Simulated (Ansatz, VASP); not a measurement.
## One calculation of Mo, two programs

```
Mo
1.0
    -1.56465    1.56465    1.56465
     1.56465   -1.56465    1.56465
     1.56465    1.56465   -1.56465
Mo
1
Cartesian
  0.0000 0.0000 0.0000
```

Alike in both runs: task single point; functional PBEsol; k mesh 16 × 16 × 16; occupations gaussian, width 0.15 eV; no spin polarisation.

```csv
,VASP,Ansatz
version,VASP 6.6.1,Ansatz 0.2.0
potentials or method,"VASP PAW PBE potentials, release 64 (Mo_sv)","scalar-relativistic, plane waves, PAW"
plane-wave cutoff (eV),520,420
valence electrons in the cell,14,14
```

Ansatz gave:

| Item | Value |
| --- | --- |
| gap on the k mesh at the Fermi level (eV) | none |
| pressure (GPa) | -0.1 |

What did VASP give for the same quantities?

gap on the k mesh at the Fermi level (eV): none; pressure (GPa): 0.5.

A gap of «none» marks a metal or a gap that the smearing closes.

Caveats: the PAW data sets were made with another functional, which shifts forces and pressure a little (VASP).
